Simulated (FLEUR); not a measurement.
# Bi (R-3m) in FLEUR: further runs

The runs below take Bi through band structure, equation of state, with LDA.

All numbers are computed with FLEUR MaX-R8.1 (later development tree); they aren't measurements. Logs are shortened: lines on timing, memory, paths and dates and some standing lists are left out, and cuts for length are marked.

### 1 The structure

It takes space group R-3m (No. 166, trigonal). Conventional cell: a = 4.535 Å, b = 4.535 Å, c = 11.814 Å, α = 90.00°, β = 90.00°, γ = 120.00°. Around Bi (site symmetry 3m) lie 6 Bi at 3.06 to 3.52 Å.

### 2 Band structure, LDA

The input, inp.xml:

```xml
<?xml version="1.0" encoding="UTF-8" standalone="no"?>
<fleurInput fleurInputVersion="0.39">
   <comment>
      Bi                                                                                                  
   </comment>
   <calculationSetup>
      <cutoffs Kmax="4.1" Gmax="12.7" GmaxXC="12.7" numbands="0"/>
      <scfLoop itmax="60" minDistance="0.00001" maxIterBroyd="15" imix="Anderson" alpha="0.05" precondParam="0.0" spinf="2.0" sdNocoIR="T"/>
      <coreElectrons ctail="T" frcor="F" kcrel="0" coretail_lmax="0"/>
      <xcFunctional name="vwn" relativisticCorrections="F"/>
      <magnetism jspins="1"/>
      <soc l_soc="F" theta="0.0" phi="0.0" spav="F"/>
      <expertModes spex="0" secvar="F"/>
      <geometryOptimization l_f="F" forcealpha="1.0" forcemix="BFGS" epsdisp="0.00001" epsforce="0.00001"/>
      <ldaU l_linMix="F" mixParam="0.05" spinf="1.0"/>
   </calculationSetup>
   <cell>
      <bzIntegration valenceElectrons="42.0" mode="hist" fermiSmearingEnergy="0.00183747">
         <kPointListSelection listName="default-1"/>
         <!-- k-points included here -->
         <xi:include xmlns:xi="http://www.w3.org/2001/XInclude" href="kpts.xml"> </xi:include>
      </bzIntegration>
      <!-- symmetry operations included here -->
      <xi:include xmlns:xi="http://www.w3.org/2001/XInclude" href="sym.xml"> </xi:include>
      <bulkLattice scale="1.0">
         <bravaisMatrix>
            <row-1>    4.2849539875304998     2.4739193381895603     7.4417414786747997</row-1>
            <row-2>   -4.2849539875304998     2.4739193381895603     7.4417414786747997</row-2>
            <row-3>    0.0000000000000000    -4.9478386763791207     7.4417414786747997</row-3>
         </bravaisMatrix>
      </bulkLattice>
   </cell>
   <atomSpecies>
      <species name="Bismuth (Bi)" element="Bi" atomicNumber="83">
         <mtSphere radius="2.66" gridPoints="879" logIncrement="0.015"/>
         <atomicCutoffs lmax="10" lnonsphr="10"/>
         <electronConfig flipSpins="F">
            <coreConfig>(1s1/2) (2s1/2) (2p1/2) (2p3/2) (3s1/2) (3p1/2) (3p3/2) (4s1/2) (3d3/2) (3d5/2) (4p1/2) (4p3/2) (5s1/2) (4d3/2) (4d5/2) (4f5/2) (4f7/2)</coreConfig>
            <valenceConfig>(5p1/2) (5p3/2) (6s1/2) (5d3/2) (5d5/2) (6p1/2) (6p3/2)</valenceConfig>
            <stateOccupation state="(6p1/2)" spinUp="0.500000" spinDown="0.500000"/>
            <stateOccupation state="(6p3/2)" spinUp="1.000000" spinDown="1.000000"/>
         </electronConfig>
         <energyParameters s="6" p="6" d="5" f="5"/>
         <lo type="SCLO" l="1" n="5" eDeriv="0"/>
         <lo type="SCLO" l="1" n="5" eDeriv="1"/>
         <lo type="SCLO" l="0" n="6" eDeriv="2"/>
         <lo type="SCLO" l="2" n="5" eDeriv="2"/>
         <lo type="SCLO" l="3" n="5" eDeriv="2"/>
      </species>
   </atomSpecies>
   <atomGroups>
      <atomGroup species="Bismuth (Bi)">
         <relPos label="                   1">-.2340000000 -.2340000000 -.2340000000</relPos>
         <relPos label="                   2">.2340000000 .2340000000 .2340000000</relPos>
         <force calculate="T" relaxXYZ="TTT"/>
      </atomGroup>
   </atomGroups>
   <output dos="F" band="F" slice="F">
      <checks vchk="F" cdinf="F"/>
      <bandDOS minEnergy="-.5*Htr" maxEnergy="0.5*Htr" sigma="0.015" storeEVData="T"/>
      <vacuumDOS vacdos="F" integ="F" star="F" nstars="0" locx1="0.0" locy1="0.0" locx2="0.0" locy2="0.0" nstm="0" tworkf="0.0"/>
      <unfoldingBand unfoldBand="F" supercellX="1" supercellY="1" supercellZ="1"/>
      <plotting iplot="0" polar="F">
         <plot TwoD="T" vec1="  1.0  0.0  0.0" vec2="  0.0  1.0  0.0" vec3="  0.0  0.0  1.0" zero="  0.0  0.0  0.0" file="plot"/>
      </plotting>
      <chargeDensitySlicing numkpt="0" minEigenval="0.0" maxEigenval="0.0" nnne="0" pallst="F"/>
      <specialOutput eonly="F"/>
      <moessbauerParams electricFieldGradient="T" isomerShift="T" coreHyperfine="T" valenceHyperfine="T"/>
      <magneticCircularDichroism mcd="F" energyLo="-10.0" energyUp="0.0"/>
   </output>
  <!-- We include the file relax.xml here to enable relaxations (see documentation) -->
  <xi:include xmlns:xi="http://www.w3.org/2001/XInclude" href="relax.xml"> <xi:fallback/> </xi:include>
</fleurInput>
```

The input, crystal.txt:

```
Bi
&input cartesian=F /
2.2675000000  1.3091417354  3.9380000000
-2.2675000000  1.3091417354  3.9380000000
0.0000000000  -2.6182834708  3.9380000000
1.8897261246
1.0 1.0 1.0

2
83 0.7660000000  0.7660000000  0.7660000000
83 0.2340000000  0.2340000000  0.2340000000

&kpt div1=7 div2=7 div3=7 gamma=T /
```

The input, inp.xml (bands):

```
<?xml version="1.0" encoding="UTF-8" standalone="no"?>
<fleurInput fleurInputVersion="0.39">
   <comment>
      Bi                                                                                                  
   </comment>
   <calculationSetup>
      <cutoffs Kmax="4.1" Gmax="12.7" GmaxXC="12.7" numbands="0"/>
      <scfLoop itmax="60" minDistance="0.00001" maxIterBroyd="15" imix="Anderson" alpha="0.05" precondParam="0.0" spinf="2.0" sdNocoIR="T"/>
      <coreElectrons ctail="T" frcor="F" kcrel="0" coretail_lmax="0"/>
      <xcFunctional name="vwn" relativisticCorrections="F"/>
      <magnetism jspins="1"/>
      <soc l_soc="F" theta="0.0" phi="0.0" spav="F"/>
      <expertModes spex="0" secvar="F"/>
      <geometryOptimization l_f="F" forcealpha="1.0" forcemix="BFGS" epsdisp="0.00001" epsforce="0.00001"/>
      <ldaU l_linMix="F" mixParam="0.05" spinf="1.0"/>
   </calculationSetup>
   <cell>
      <bzIntegration valenceElectrons="42.0" mode="hist" fermiSmearingEnergy="0.00183747">
         <kPointListSelection listName="path-1"/>
         <!-- k-points included here -->
         <xi:include xmlns:xi="http://www.w3.org/2001/XInclude" href="kpts.xml"> </xi:include>
      </bzIntegration>
      <!-- symmetry operations included here -->
      <xi:include xmlns:xi="http://www.w3.org/2001/XInclude" href="sym.xml"> </xi:include>
      <bulkLattice scale="1.0">
         <bravaisMatrix>
            <row-1>    4.2849539875304998     2.4739193381895603     7.4417414786747997</row-1>
            <row-2>   -4.2849539875304998     2.4739193381895603     7.4417414786747997</row-2>
            <row-3>    0.0000000000000000    -4.9478386763791207     7.4417414786747997</row-3>
         </bravaisMatrix>
      </bulkLattice>
   </cell>
   <atomSpecies>
      <species name="Bismuth (Bi)" element="Bi" atomicNumber="83">
         <mtSphere radius="2.66" gridPoints="879" logIncrement="0.015"/>
         <atomicCutoffs lmax="10" lnonsphr="10"/>
         <electronConfig flipSpins="F">
            <coreConfig>(1s1/2) (2s1/2) (2p1/2) (2p3/2) (3s1/2) (3p1/2) (3p3/2) (4s1/2) (3d3/2) (3d5/2) (4p1/2) (4p3/2) (5s1/2) (4d3/2) (4d5/2) (4f5/2) (4f7/2)</coreConfig>
            <valenceConfig>(5p1/2) (5p3/2) (6s1/2) (5d3/2) (5d5/2) (6p1/2) (6p3/2)</valenceConfig>
            <stateOccupation state="(6p1/2)" spinUp="0.500000" spinDown="0.500000"/>
            <stateOccupation state="(6p3/2)" spinUp="1.000000" spinDown="1.000000"/>
         </electronConfig>
         <energyParameters s="6" p="6" d="5" f="5"/>
         <lo type="SCLO" l="1" n="5" eDeriv="0"/>
         <lo type="SCLO" l="1" n="5" eDeriv="1"/>
         <lo type="SCLO" l="0" n="6" eDeriv="2"/>
         <lo type="SCLO" l="2" n="5" eDeriv="2"/>
         <lo type="SCLO" l="3" n="5" eDeriv="2"/>
      </species>
   </atomSpecies>
   <atomGroups>
      <atomGroup species="Bismuth (Bi)">
         <relPos label="                   1">-.2340000000 -.2340000000 -.2340000000</relPos>
         <relPos label="                   2">.2340000000 .2340000000 .2340000000</relPos>
         <force calculate="T" relaxXYZ="TTT"/>
      </atomGroup>
   </atomGroups>
   <output dos="F" band="T" slice="F">
      <checks vchk="F" cdinf="F"/>
      <bandDOS minEnergy="-.5*Htr" maxEnergy="0.5*Htr" sigma="0.015" storeEVData="T"/>
      <vacuumDOS vacdos="F" integ="F" star="F" nstars="0" locx1="0.0" locy1="0.0" locx2="0.0" locy2="0.0" nstm="0" tworkf="0.0"/>
      <unfoldingBand unfoldBand="F" supercellX="1" supercellY="1" supercellZ="1"/>
      <plotting iplot="0" polar="F">
         <plot TwoD="T" vec1="  1.0  0.0  0.0" vec2="  0.0  1.0  0.0" vec3="  0.0  0.0  1.0" zero="  0.0  0.0  0.0" file="plot"/>
      </plotting>
      <chargeDensitySlicing numkpt="0" minEigenval="0.0" maxEigenval="0.0" nnne="0" pallst="F"/>
      <specialOutput eonly="F"/>
      <moessbauerParams electricFieldGradient="T" isomerShift="T" coreHyperfine="T" valenceHyperfine="T"/>
      <magneticCircularDichroism mcd="F" energyLo="-10.0" energyUp="0.0"/>
   </output>
  <!-- We include the file relax.xml here to enable relaxations (see documentation) -->
  <xi:include xmlns:xi="http://www.w3.org/2001/XInclude" href="relax.xml"> <xi:fallback/> </xi:include>
</fleurInput>
```

Potentials or basis: all-electron, FLAPW.

On the command line:

```console
inpgen -f crystal.txt -profile fastHighL
# inp.xml edited to the form shown
fleur_MPI
fleur_MPI   # second run, on inp.xml (bands)
```

Standard output:

```text
Welcome to FLEUR        (www.flapw.de)
      MaX-Release 8.1          (www.max-centre.eu)

 ========== k-point set info ==========
 Selected k-point list: default-1
 k-point list type: mesh
 7 x 7 x 7
 Number of k points: 44

 ------------Calculation Setup---------------------------
 Number of MPI-tasks      :            1
 Number of PE/node        :            1
 Number of OMP-threads    :            1
 Most efficient MPI parallelization for:
           1           2           4          11          22          44
 Additional eigenvalue parallelization possible
 Number of basis functions:          638
 Approximate size of matrices (H+S) per k-point:         0.006 GB
 --------------------------------------------------------
 Iteration:     1   Distance:      11.70537561 me/bohr^3
 Iteration:     2   Distance:      11.02748076 me/bohr^3
 Iteration:     3   Distance:       3.24079306 me/bohr^3
 Iteration:     4   Distance:       0.23728584 me/bohr^3
 Iteration:     5   Distance:       0.21508149 me/bohr^3
 Iteration:     6   Distance:       0.04125800 me/bohr^3
 Iteration:     7   Distance:       0.01220705 me/bohr^3
 Iteration:     8   Distance:       0.00890540 me/bohr^3
 Iteration:     9   Distance:       0.00189980 me/bohr^3
 Iteration:    10   Distance:       0.00014386 me/bohr^3
 Iteration:    11   Distance:       0.00012697 me/bohr^3
 Iteration:    12   Distance:       0.00001314 me/bohr^3
 Iteration:    13   Distance:       0.00000098 me/bohr^3

 ********************************************************************
 Run finished successfully
 Stop message:
   all done
 ********************************************************************
```

output (bands):

```text
Welcome to FLEUR        (www.flapw.de)
      MaX-Release 8.1          (www.max-centre.eu)

 ========== k-point set info ==========
 Selected k-point list: path-1
 k-point list type: path
 Number of k points: 60

 ------------Calculation Setup---------------------------
 Number of MPI-tasks      :            1
 Number of PE/node        :            1
 Number of OMP-threads    :            1
 Most efficient MPI parallelization for:
           1           2           3           4           5           6          10          12          15          20          30          60
 Additional eigenvalue parallelization possible
 Number of basis functions:          638
 Approximate size of matrices (H+S) per k-point:         0.006 GB
 --------------------------------------------------------
 Fermi energy correction for metals:
 Fermi energy in bands.* files may not be consistent with last density.
 Please correct it manually (e.g. in band.gnu file).

 Note: Band structure data (together with different weights) is also stored in the banddos.hdf file.
       A convenient way of extracting and plotting the data from that file is by making use of the

 ********************************************************************
 Run finished successfully
 Stop message:
   Charge density postprocessing done.
 ********************************************************************
```

out.xml (last iteration):

```text
<iteration numberForCurrentRun="   13" overallNumber="   13">
         <energyParameters units="Htr">
            <atomicEP atomType="1" spin="1" branch="6s" branchLowest="-5.39" branchHighest="0.37" value="-0.1666098780"/>
            <atomicEP atomType="1" spin="1" branch="6p" branchLowest="-3.10" branchHighest="1.22" value="0.1569345979"/>
            <atomicEP atomType="1" spin="1" branch="5d" branchLowest="-15.35" branchHighest="-0.54" value="-0.5453413473"/>
            <atomicEP atomType="1" spin="1" branch="5f" branchLowest="-5.20" branchHighest="1.72" value="0.5116007751"/>
            <loAtomicEP atomType="1" spin="1" branch="5p" branchLowest="-24.55" branchHighest="-3.10" value="-3.1799008259"/>
            <loAtomicEP atomType="1" spin="1" branch="5p" branchLowest="-24.55" branchHighest="-3.10" value="-3.1799008259"/>
            <loAtomicEP atomType="1" spin="1" branch="6s" branchLowest="-5.39" branchHighest="0.37" value="-0.1666098780"/>
            <loAtomicEP atomType="1" spin="1" branch="5d" branchLowest="-15.35" branchHighest="-0.54" value="-0.5822461557"/>
            <loAtomicEP atomType="1" spin="1" branch="5f" branchLowest="-5.20" branchHighest="1.72" value="0.5115848489"/>
         </energyParameters>
         <eigenvalues>
            <eigenvaluesAt spin="1" ikpt="1" k_x="0.00000000" k_y="0.00000000" k_z="0.00000000">
                      -3.1062397425       -3.1062397425       -3.1061045873       -3.1060851130       -3.1060851130
                      -3.1059875504       -0.5960840153       -0.5960840153       -0.5902849819       -0.5902849819
                      -0.5896783222       -0.5833407488       -0.5828692987       -0.5828692987       -0.5783506849
                      -0.5783506849       -0.2408903928       -0.0346984302        0.1886694939        0.1982249591
                       0.1982249591        0.3349933582        0.3516781870        0.3516781870        0.4523935513
                       0.4580131255        0.4580131255        0.4672437948        0.4791111252        0.5362280778
                       0.5362280778        0.8524165360        0.8524165360
            </eigenvaluesAt>
            <eigenvaluesAt spin="1" ikpt="2" k_x="0.00000000" k_y="0.00000000" k_z="0.14285714">
                      -3.1062394336       -3.1062364571       -3.1061226557       -3.1060853913       -3.1060679733
                      -3.1059899896       -0.5955381523       -0.5953778365       -0.5900446329       -0.5898581296
                      -0.5893033543       -0.5837058540       -0.5832314337       -0.5830949819       -0.5791227534
[... 58 lines left out ...]
            <coreIsomerShift atomType="1" isTotal="3248567.39707">
               <shell n="1" l="0" isomerShift="2661811.17022"/>
               <shell n="2" l="0" isomerShift="414793.50708"/>
               <shell n="2" l="1" isomerShift="34010.11634"/>
               <shell n="3" l="0" isomerShift="96192.02111"/>
               <shell n="3" l="1" isomerShift="8864.45980"/>
               <shell n="4" l="0" isomerShift="25081.78595"/>
               <shell n="3" l="2" isomerShift="0.00372"/>
               <shell n="4" l="1" isomerShift="2286.90622"/>
               <shell n="5" l="0" isomerShift="5527.42558"/>
               <shell n="4" l="2" isomerShift="0.00105"/>
               <shell n="4" l="3" isomerShift="0.00000"/>
            </coreIsomerShift>
            <isomerShift atomType="1" nucleusRadius="0.0001402" averageDensity="3249240.42836"/>
            <electricFieldGradient atomType="1" VXX="0.10737" VYY="0.10737" VZZ="-0.21474" asymParam="0.00000">
            </electricFieldGradient>
         </moessbauerParams>
         <totalEnergy                                    value="   -43139.2909689019" units="Htr">
            <sumOfEigenvalues                            value="   -26733.3835134884">
               <coreElectrons value="-26684.7462647555"/>
               <valenceElectrons value="-48.6372487330"/>
            </sumOfEigenvalues>
            <densityCoulombPotentialIntegral value="-76147.2222851117"/>
            <densityEffectivePotentialIntegral value="-77175.1953435685"/>
            <chargeDenXCDenIntegral value="-774.2265270867"/>
            <FockExchangeEnergyValence value="0.0000000000"/>
            <FockExchangeEnergyCore value="0.0000000000"/>
            <atomTypeDependentContributions atomType="1">
               <electronNucleiInteractionDifferentMTs value="54650.1396441267"/>
               <MadelungTerm value="-83.1254852127"/>
            </atomTypeDependentContributions>
            <tkbTimesEntropy value="0.0000509291"/>
            <freeEnergy value="-43139.2910198310"/>
            <extrapolationTo0K value="-43139.2909943664"/>
         </totalEnergy>
         <densityConvergence units="me/bohr^3">
            <chargeDensity spin="1" distance="0.0000009772"/>
         </densityConvergence>
      </iteration>
```

It took 2.9 min on 1 thread of Intel Xeon at 2.50GHz (Skylake/Cascade Lake), shared host; peak memory 0.08 GiB.

Results:

- Free energy: -1173879.9103 eV
- Band gap along the path: none (metal or under the smearing width)
- Valence electrons inside the program's atomic spheres: Bi 18.88 (radii Bi 2.66 bohr)

Levels at the corners of the path, in eV from the Fermi level:
```
point  band 18  band 19  band 20  band 21  band 22  band 23  band 24  band 25
    Γ    -7.45    -1.37    -1.11    -1.11     2.61     3.06     3.06     5.80
    L   -10.50    -1.22    -1.07    -0.17    -0.16     0.64     1.12     7.63
   B1   -10.18    -3.99    -3.90    -0.31     0.87     5.12     5.12     6.19
    B   -10.18    -3.99    -3.90    -0.31     0.87     5.12     5.12     6.19
    Z    -9.89    -0.85    -0.49    -0.49     0.78     0.78     0.84     7.12
    Γ    -7.45    -1.37    -1.11    -1.11     2.61     3.06     3.06     5.80
    X   -10.21    -4.28    -2.39    -2.36     3.07     3.19     4.87     6.00
    Q   -10.21    -4.28    -2.39    -2.36     3.07     3.19     4.87     6.00
    F    -9.43    -4.60    -2.92    -2.81     2.50     5.03     5.53     6.86
   P1    -9.90    -4.34    -2.36    -2.29     2.87     3.61     4.75     6.06
    Z    -9.89    -0.85    -0.49    -0.49     0.78     0.78     0.84     7.12
    L   -10.50    -1.22    -1.07    -0.17    -0.16     0.64     1.12     7.63
    P    -9.90    -4.34    -2.36    -2.29     2.87     3.61     4.75     6.06
```

Core levels (eV from the Fermi level):
| atom | levels |
| --- | --- |
| 1 Bi | 1s1/2 -90449.3, 2s1/2 -16234.8, 2p1/2 -15600.8, 2p3/2 -13282.9, 3s1/2 -3914.8, 3p1/2 -3628.1, 3p3/2 -3109.2, 4s1/2 -894.5, 3d3/2 -2638.4, 3d5/2 -2528.3, 4p1/2 -769.9, 4p3/2 -641.7, 5s1/2 -153.1, 4d3/2 -438.8, 4d5/2 -414.9, 4f5/2 -151.3, 4f7/2 -145.8 |
| 2 Bi | 1s1/2 -90449.3, 2s1/2 -16234.8, 2p1/2 -15600.8, 2p3/2 -13282.9, 3s1/2 -3914.8, 3p1/2 -3628.1, 3p3/2 -3109.2, 4s1/2 -894.5, 3d3/2 -2638.4, 3d5/2 -2528.3, 4p1/2 -769.9, 4p3/2 -641.7, 5s1/2 -153.1, 4d3/2 -438.8, 4d5/2 -414.9, 4f5/2 -151.3, 4f7/2 -145.8 |

Caveat: spin-orbit coupling is left out, which moves the levels of the heavy elements.

### 3 Equation of state, LDA, 32.97 Å³/atom (volume scaled by 0.94)

Changes to inp.xml since step 2:

```diff
@@ -24,3 +24,3 @@
       <xi:include xmlns:xi="http://www.w3.org/2001/XInclude" href="sym.xml"> </xi:include>
-      <bulkLattice scale="1.0">
+      <bulkLattice scale="0.9795861087">
          <bravaisMatrix>
@@ -34,3 +34,3 @@
       <species name="Bismuth (Bi)" element="Bi" atomicNumber="83">
-         <mtSphere radius="2.66" gridPoints="879" logIncrement="0.015"/>
+         <mtSphere radius="2.6" gridPoints="879" logIncrement="0.015"/>
          <atomicCutoffs lmax="10" lnonsphr="10"/>
```

Potentials or basis: all-electron, FLAPW.

On the command line:

```console
inpgen -f crystal.txt -profile fastHighL
# inp.xml edited to the form shown
fleur_MPI
```

Wall time 2.2 min (1 thread of Intel Xeon at 2.50GHz (Skylake/Cascade Lake), shared host); peak memory 0.08 GiB.

It converged, with:

* Free energy: -1173879.9081 eV
* Band gap on the k mesh: 0.30 eV, indirect (least direct gap 0.56 eV)
* Valence electrons inside the program's atomic spheres: Bi 18.76 (radii Bi 2.6 bohr)

Caveat: spin-orbit coupling is left out, which as a rule narrows the gap of such compounds by several tenths of an eV; an odd mesh through Γ misses points on the zone boundary, where band edges often lie.

(Part 1 of 2 ends here.)
